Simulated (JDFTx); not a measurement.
I under changes of volume

One of the cells (40.553 Å³/atom); the others are scaled copies at fixed shape and fractional positions:

```
I
1.0
     0.00000    2.36560    3.90984
     2.19225    0.00000    3.90984
     2.19225    2.36560    0.00000
I
1
Direct
  0.00000 0.00000 0.00000
```

```yaml
Program: JDFTx 1.7.0 (patched build)
Functional: PBE
Potentials_or_basis: PseudoDojo-SR-PBE-0.5-standard
Cutoff: 952 eV
Density_cutoff: 3810 eV
k_mesh: 9 × 9 × 9
Occupations: fermi-dirac, width 0.05 eV
Spin: no spin polarisation
```

```csv
volume (Å³/atom),energy over the lowest point (meV/atom),pressure (GPa)
38.120,19.41,2.3
38.931,9.89,1.5
39.742,3.73,0.9
40.553,0.55,0.4
41.364,0.00,-0.1
42.175,?,?
42.986,5.59,-0.9
```

Problem. What does the run at 42.175 Å³/atom give?

Solution. Energy over the lowest point 1.77 meV/atom; pressure -0.5 GPa.

Worked out: A Birch-Murnaghan fit of order 3 (a polynomial in V^(-2/3)) to the other rows has its minimum at 41.14 Å³/atom with B0 = V·E''(V) = 24 GPa and B' = 5.3 at fixed shape and positions, which overstates the stiffness. It gives 1.77 meV/atom at 42.175 Å³/atom, against the run's 1.77, and -dE/dV = -0.6 GPa, against -0.5.

Energies are extrapolated to zero smearing.

Caveats: an odd number of electrons without spin polarisation forces a metal; a magnetic or distorted state may lie lower.
